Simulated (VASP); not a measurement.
# SnSe (Fm-3m) in VASP: further runs, part 2 of 2

VASP 6.6.1. Earlier steps stand in the parts before.

### 3 Dielectric tensor, LDA

INCAR reads:

```
  ALGO = Normal
  EDIFF = 1E-8
  ENCUT = 400
  ISIF = 2
  ISMEAR = 0
  LASPH = True
  LCHARG = False
  LEPSILON = True
  LREAL = False
  LWAVE = False
  NELM = 100
  PREC = Accurate
  SIGMA = 0.01
```

KPOINTS reads:

```
k-points
0
Gamma
  6 6 6
```

POSCAR reads:

```
SnSe
1.0
    0.0000000000      3.0100000000      3.0100000000
    3.0100000000      0.0000000000      3.0100000000
    3.0100000000      3.0100000000      0.0000000000
Sn Se
1 1
Direct
    0.0000000000      0.0000000000      0.0000000000
    0.5000000000      0.5000000000      0.5000000000
```

Potentials or basis: VASP PAW LDA potentials, release 64 (Sn_d, Se).

The run is started by

```bash
$ cat potpaw_LDA.64/Sn_d/POTCAR potpaw_LDA.64/Se/POTCAR > POTCAR
$ mpirun -np 1 vasp_std > vasp.out
```

OUTCAR:

```text
EDIFF = 1E-8
   ENCUT = 400
   ISIF = 2
   ISMEAR = 0
   LASPH = True
   LEPSILON = True
   LREAL = False
   NELM = 100
   PREC = Accurate

 Found     16 irreducible k-points:

 Following reciprocal coordinates:
            Coordinates               Weight
  0.000000  0.000000  0.000000      1.000000
  0.166667  0.000000  0.000000      8.000000
  0.333333  0.000000  0.000000      8.000000
  0.500000  0.000000  0.000000      4.000000
  0.166667  0.166667  0.000000      6.000000
  0.333333  0.166667  0.000000     24.000000
   k-points           NKPTS =     16   k-points in BZ     NKDIM =     16   number of bands    NBANDS=     14
   number of dos      NEDOS =    301   number of ions     NIONS =      2
   total plane-waves  NPLWV =  21952
   dimension x,y,z NGX =    28 NGY =   28 NGZ =   28
   dimension x,y,z NGXF=    56 NGYF=   56 NGZF=   56
   ions per type =               1   1
   NGX,Y,Z   is equivalent  to a cutoff of  10.94, 10.94, 10.94 a.u.
   NGXF,Y,Z  is equivalent  to a cutoff of  21.87, 21.87, 21.87 a.u.
 SYSTEM =  unknown system
   PREC   = accura    normal or accurate (medium, high low for compatibility)
   ISTART =      0    job   : 0-new  1-cont  2-samecut
   ICHARG =      2    charge: 1-file 2-atom 10-const
   ISPIN  =      1    spin polarized calculation?
   LNONCOLLINEAR =      F non collinear calculations
   LSORBIT =      F    spin-orbit coupling
   LASPH  =      T    aspherical Exc in radial PAW
   ENCUT  =  400.0 eV  29.40 Ry    5.42 a.u.   6.94  6.94  6.94*2*pi/ulx,y,z
   NELM   =    100;   NELMIN=  2; NELMDL= -5     # of ELM steps
   EDIFF  = 0.1E-07   stopping-criterion for ELM
   LREAL  =      F    real-space projection
   EDIFFG = 0.1E-06   stopping-criterion for IOM
   NSW    =      0    number of steps for IOM
   IBRION =     -1    ionic relax: 0-MD 1-quasi-New 2-CG
   NFREE  =      0    steps in history (QN), initial steepest desc. (CG)
   ISIF   =      2    stress and relaxation
   ISYM   =      2    0-nonsym 1-usesym 2-fastsym
   POTIM  = 0.5000    time-step for ionic-motion
   TEBEG  =    0.0;   TEEND  =   0.0 temperature during run
   PSTRESS=    0.0 pullay stress
   NELECT =      20.0000    total number of electrons
   NUPDOWN=      -1.0000    fix difference up-down
   EMIN   =  10.00;   EMAX   =-10.00  energy-range for DOS
   EFERMI =   0.00;   METHOD = LEGACY
   ISMEAR =     0;   SIGMA  =   0.01  broadening in eV -4-tet -1-fermi 0-gaus
   EFERMI_NEDOS =   21; number of points for ismear=-14 and -15
   IALGO  =     38    algorithm
   IMIX   =      4    mixing-type and parameters
     AMIX     =   0.40;   BMIX     =  1.00
     AMIX_MAG =   1.60;   BMIX_MAG =  1.00
  volume/ion in A,a.u.               =      27.27       184.03
  Fermi-wavevector in a.u.,A,eV,Ry     =   1.171768  2.214321 18.681350  1.373040
  Thomas-Fermi vector in A             =   2.308207
   LORBIT       =      0    0 simple, 1 ext, 2 COOP (PROOUT), +10 PAW based schemes
   GGA     = CA    functional components
   LHFCALC =     F    Hartree Fock is set to
   AEXX    =    0.0000 exact exchange contribution
   IVDW    =     0    specifies the selected vdW correction
   LEPSILON=     T    determine dielectric tensor
   LRPA    =     F    only Hartree local field effects (RPA)
 non-spin polarized calculation
 Gauss-broadening in eV      SIGMA  =   0.01
  energy-cutoff  :      400.00
  volume of cell :       54.54
 maximum number of plane-waves:      1002
[... 118 lines left out ...]
  Direction    XX          YY          ZZ          XY          YZ          ZX
  --------------------------------------------------------------------------------------
  -------------------------------------------------------------------------------------
  Total       -1.2352614     -1.2352614     -1.2352614     -0.0000000      0.0000000     -0.0000000
  in kB      -36.2860716    -36.2860716    -36.2860716     -0.0000000      0.0000000     -0.0000000
  external PRESSURE =     -36.2860716 kB  Pullay stress =       0.0000000 kB

 VOLUME and BASIS-vectors are now :
 -----------------------------------------------------------------------------
  energy-cutoff  :      400.00
  volume of cell :       54.54
      direct lattice vectors                 reciprocal lattice vectors
     0.000000000  3.010000000  3.010000000    -0.166112957  0.166112957  0.166112957
     3.010000000  0.000000000  3.010000000     0.166112957 -0.166112957  0.166112957
     3.010000000  3.010000000  0.000000000     0.166112957  0.166112957 -0.166112957

 POSITION                                       TOTAL-FORCE (eV/Angst)
 -----------------------------------------------------------------------------------
      0.00000      0.00000      0.00000         0.000000      0.000000      0.000000
      3.01000      3.01000      3.01000        -0.000000     -0.000000      0.000000
 -----------------------------------------------------------------------------------
    total drift:                               -0.000000      0.000000      0.000000

  FREE ENERGIE OF THE ION-ELECTRON SYSTEM (eV)
  ---------------------------------------------------
  free  energy   TOTEN  =        -9.4929738164 eV

  energy  without entropy=       -9.4929738164  energy(sigma->0) =       -9.49297382

 HEAD OF MICROSCOPIC STATIC DIELECTRIC TENSOR (INDEPENDENT PARTICLE, excluding Hartree and local field effects)
 ------------------------------------------------------
          24.606285     0.000000    -0.000000
           0.000000    24.606285     0.000000
          -0.000000     0.000000    24.606285
 ------------------------------------------------------

 Free energy of the ion-electron system (eV)
  ---------------------------------------------------
  ---------------------------------------------------
  free energy    TOTEN  =        -3.50970855 eV

  energy without entropy =       -3.50970855

------------------------ aborting loop because EDIFF is reached ----------------------------------------

--------------------------------------- Ionic step        2  -------------------------------------------

------------------------ aborting loop because EDIFF is reached ----------------------------------------

--------------------------------------- Ionic step        3  -------------------------------------------

 Free energy of the ion-electron system (eV)
  ---------------------------------------------------
  ---------------------------------------------------
  free energy    TOTEN  =        -3.50970905 eV

  energy without entropy =       -3.50970905

------------------------ aborting loop because EDIFF is reached ----------------------------------------

 PIEZOELECTRIC TENSOR FIELD DIRECTION 3  (e Angst)
 -----------------------------------------------------------------------------
     0.00785  0.00000 -0.00000           (  0.00000  0.00000  0.00000)
     0.00000  0.00785  0.00000           (  0.00000  0.00000 -0.00000)
     0.00000 -0.00000 -0.00656           (  0.00000 -0.00000  0.00002)

 PIEZOELECTRIC TENSOR FIELD DIRECTION 3  (C/m^2)
 -----------------------------------------------------------------------------
     0.00231  0.00000 -0.00000
     0.00000  0.00231  0.00000
     0.00000 -0.00000 -0.00193

 MACROSCOPIC STATIC DIELECTRIC TENSOR (including local field effects in DFT)
 ------------------------------------------------------
          23.503825    -0.000000     0.000000
          -0.000000    23.503825     0.000000
           0.000000     0.000000    23.503825
 ------------------------------------------------------

 PIEZOELECTRIC TENSOR (including local field effects)  for field in x, y, z        (e  Angst)
          XX          YY          ZZ          XY          YZ          ZX
  --------------------------------------------------------------------------------
  x     0.00000     0.00000     0.00000     0.00000     0.00000     0.00000
  y     0.00000     0.00000     0.00000     0.00000     0.00000     0.00000
  z     0.00000     0.00000     0.00000     0.00000     0.00000     0.00000

 PIEZOELECTRIC TENSOR (including local field effects)  for field in x, y, z        (C/m^2)
          XX          YY          ZZ          XY          YZ          ZX
  --------------------------------------------------------------------------------
  x     0.00000     0.00000     0.00000     0.00000     0.00000     0.00000
  y     0.00000     0.00000     0.00000     0.00000     0.00000     0.00000
  z     0.00000     0.00000     0.00000     0.00000     0.00000     0.00000

 BORN EFFECTIVE CHARGES (including local field effects) (in |e|, cummulative output)
 ---------------------------------------------------------------------------------
 ion    1
    1     5.73359     0.00000     0.00000
    2     0.00000     5.73359     0.00000
    3     0.00000     0.00000     5.73359
 ion    2
    1    -5.73359     0.00000     0.00000
    2     0.00000    -5.73359     0.00000
    3     0.00000     0.00000    -5.73359
```

OSZICAR:

```text
N       E                     dE             d eps       ncg     rms          rms(c)
DAV:   1     0.119576145397E+03    0.11958E+03   -0.88196E+03   448   0.147E+03
[... 13 lines left out ...]
RMM:   6    -0.350936218892E+01   -0.78659E-03   -0.85365E-04  1578   0.165E-01    0.286E-02
RMM:   7    -0.350946264686E+01   -0.10046E-03   -0.57782E-05  1542   0.506E-02    0.515E-03
RMM:   8    -0.350968347769E+01   -0.22083E-03   -0.70705E-06  1555   0.165E-02    0.338E-03
RMM:   9    -0.350970796529E+01   -0.24488E-04    0.19466E-06  1582   0.638E-03    0.350E-04
RMM:  10    -0.350971178499E+01   -0.38197E-05    0.19074E-05  1664   0.199E-03    0.123E-04
RMM:  11    -0.350970815964E+01    0.36253E-05    0.23626E-06  1588   0.563E-04    0.493E-05
RMM:  12    -0.350970904885E+01   -0.88921E-06    0.11390E-06  1100   0.167E-04    0.509E-06
```

Run time: 75 s. Hardware: 1 thread of AMD EPYC 9R45 (Zen 5), shared host; peak memory 0.14 GiB.

These settings aren't checked as converged: the numbers below hold their error.

What came out:

* Band gap on the k mesh: 0.62 eV, direct
* Electronic dielectric tensor (diagonal): 23.50
* Born charges (mean of the diagonal): Sn +5.73; Se -5.73 e

Caveat: the gap is small at this level, which inflates the dielectric constant; spin-orbit coupling is left out, which moves the levels of the heavy elements.

### 4 Dielectric tensor, LDA

Changes to INCAR since step 3:

```diff
@@ -2,3 +2,3 @@
   EDIFF = 1E-8
-  ENCUT = 400
+  ENCUT = 460
   ISIF = 2
```

KPOINTS is that of step 3.

POSCAR is that of step 3.

Potentials or basis: VASP PAW LDA potentials, release 64 (Sn_d, Se).

The run is started by

```bash
$ cat potpaw_LDA.64/Sn_d/POTCAR potpaw_LDA.64/Se/POTCAR > POTCAR
$ mpirun -np 1 vasp_std > vasp.out
```

OUTCAR:

```text
EDIFF = 1E-8
   ENCUT = 460
   ISIF = 2
   ISMEAR = 0
   LASPH = True
   LEPSILON = True
   LREAL = False
   NELM = 100
   PREC = Accurate

 Found     16 irreducible k-points:

 Following reciprocal coordinates:
            Coordinates               Weight
  0.000000  0.000000  0.000000      1.000000
  0.166667  0.000000  0.000000      8.000000
  0.333333  0.000000  0.000000      8.000000
  0.500000  0.000000  0.000000      4.000000
  0.166667  0.166667  0.000000      6.000000
  0.333333  0.166667  0.000000     24.000000
   k-points           NKPTS =     16   k-points in BZ     NKDIM =     16   number of bands    NBANDS=     14
   number of dos      NEDOS =    301   number of ions     NIONS =      2
   total plane-waves  NPLWV =  27000
   dimension x,y,z NGX =    30 NGY =   30 NGZ =   30
   dimension x,y,z NGXF=    60 NGYF=   60 NGZF=   60
   ions per type =               1   1
   NGX,Y,Z   is equivalent  to a cutoff of  11.72, 11.72, 11.72 a.u.
   NGXF,Y,Z  is equivalent  to a cutoff of  23.43, 23.43, 23.43 a.u.
 SYSTEM =  unknown system
   PREC   = accura    normal or accurate (medium, high low for compatibility)
   ISTART =      0    job   : 0-new  1-cont  2-samecut
   ICHARG =      2    charge: 1-file 2-atom 10-const
   ISPIN  =      1    spin polarized calculation?
   LNONCOLLINEAR =      F non collinear calculations
[... 215 lines left out ...]
  free energy    TOTEN  =        -3.51041142 eV

  energy without entropy =       -3.51041142

------------------------ aborting loop because EDIFF is reached ----------------------------------------

 PIEZOELECTRIC TENSOR FIELD DIRECTION 3  (e Angst)
 -----------------------------------------------------------------------------
     0.00783  0.00000 -0.00000           (  0.00000  0.00000  0.00000)
     0.00000  0.00783  0.00000           (  0.00000  0.00000  0.00000)
     0.00000  0.00000 -0.00655           (  0.00000  0.00000  0.00002)

 PIEZOELECTRIC TENSOR FIELD DIRECTION 3  (C/m^2)
 -----------------------------------------------------------------------------
     0.00230  0.00000 -0.00000
     0.00000  0.00230  0.00000
     0.00000  0.00000 -0.00192

 MACROSCOPIC STATIC DIELECTRIC TENSOR (including local field effects in DFT)
 ------------------------------------------------------
          23.503070     0.000000     0.000000
           0.000000    23.503070    -0.000000
          -0.000000    -0.000000    23.503070
 ------------------------------------------------------

 PIEZOELECTRIC TENSOR (including local field effects)  for field in x, y, z        (e  Angst)
          XX          YY          ZZ          XY          YZ          ZX
  --------------------------------------------------------------------------------
  x     0.00000     0.00000     0.00000     0.00000     0.00000     0.00000
  y     0.00000     0.00000     0.00000     0.00000     0.00000     0.00000
  z     0.00000     0.00000     0.00000     0.00000     0.00000     0.00000

 PIEZOELECTRIC TENSOR (including local field effects)  for field in x, y, z        (C/m^2)
          XX          YY          ZZ          XY          YZ          ZX
  --------------------------------------------------------------------------------
  x     0.00000     0.00000     0.00000     0.00000     0.00000     0.00000
  y     0.00000     0.00000     0.00000     0.00000     0.00000     0.00000
  z     0.00000     0.00000     0.00000     0.00000     0.00000     0.00000

 BORN EFFECTIVE CHARGES (including local field effects) (in |e|, cummulative output)
 ---------------------------------------------------------------------------------
 ion    1
    1     5.73378     0.00000     0.00000
    2     0.00000     5.73378     0.00000
    3     0.00000     0.00000     5.73378
 ion    2
    1    -5.73378     0.00000     0.00000
    2     0.00000    -5.73378     0.00000
    3     0.00000     0.00000    -5.73378
```

OSZICAR:

```text
N       E                     dE             d eps       ncg     rms          rms(c)
DAV:   1     0.126143650668E+03    0.12614E+03   -0.95488E+03   454   0.161E+03
DAV:   2     0.215844757577E+01   -0.12399E+03   -0.12159E+03   490   0.379E+02
DAV:   3    -0.939126218574E+01   -0.11550E+02   -0.11511E+02   598   0.102E+02
DAV:   4    -0.966838219651E+01   -0.27712E+00   -0.27706E+00   490   0.180E+01
[... 11 lines left out ...]
RMM:   7    -0.351014783461E+01   -0.73236E-04   -0.54733E-05  1533   0.507E-02    0.519E-03
RMM:   8    -0.351038293195E+01   -0.23510E-03    0.11373E-05  1564   0.165E-02    0.337E-03
RMM:   9    -0.351041030681E+01   -0.27375E-04   -0.34623E-05  1590   0.630E-03    0.358E-04
RMM:  10    -0.351041392648E+01   -0.36197E-05   -0.63184E-05  1667   0.187E-03    0.117E-04
RMM:  11    -0.351041058081E+01    0.33457E-05    0.98043E-07  1584   0.543E-04    0.455E-05
RMM:  12    -0.351041142202E+01   -0.84121E-06   -0.44269E-06  1091   0.164E-04    0.498E-06
```

stdout:

```text
POSCAR found type information on POSCAR SnSe
 POSCAR found :  2 types and       2 ions
 scaLAPACK will be used
 LDA part: xc-table for (Slater(with rela. corr.)+CA(PZ))
 , standard interpolation
 POSCAR, INCAR and KPOINTS ok, starting setup
 FFT: planning ... GRIDC
 FFT: planning ... GRID_SOFT
 FFT: planning ... GRID
 WAVECAR not read
 entering main loop
 Linear response reoptimize wavefunctions to high precision
 Linear response G [H, r] |phi>, progress :
  Direction:   1
 Linear response G [H, r] |phi>, progress :
  Direction:   2
 Linear response G [H, r] |phi>, progress :
  Direction:   3
 Linear response to external field (no local field effect), progress :
  Direction:   1
 dielectric tensor                  component  1 :    20.225     5.405    -2.619
 Linear response to external field (no local field effect), progress :
  Direction:   2
 dielectric tensor                  component  2 :     5.405    41.092    -1.447
 Linear response to external field (no local field effect), progress :
  Direction:   3
 dielectric tensor                  component  3 :    -2.619    -1.447    12.498
 Linear response to external field, progress :
  Direction:   1
 dielectric tensor                  component  1 :    23.503     1.562    -2.152
 Linear response to external field, progress :
  Direction:   2
 dielectric tensor                  component  2 :     0.583    23.503     3.708
 Linear response to external field, progress :
  Direction:   3
 dielectric tensor                  component  3 :    -4.896     4.976    23.503
 Born effective charges drift removed
```

Wall time 88 s (1 thread of AMD EPYC 9R45 (Zen 5), shared host); peak memory 0.16 GiB.

The run converged, but some of its settings lie outside the range that counts as converged, so its numbers aren't taken as properties of the crystal.

What came out:

```yaml
Band_gap_on_the_k_mesh: 0.62 eV, direct
Electronic_dielectric_tensor_diagonal: 23.50
Born_charges_mean_of_the_diagonal: Sn +5.73; Se -5.73 e
```

Caveat: the gap is small at this level, which inflates the dielectric constant; spin-orbit coupling is left out, which moves the levels of the heavy elements.
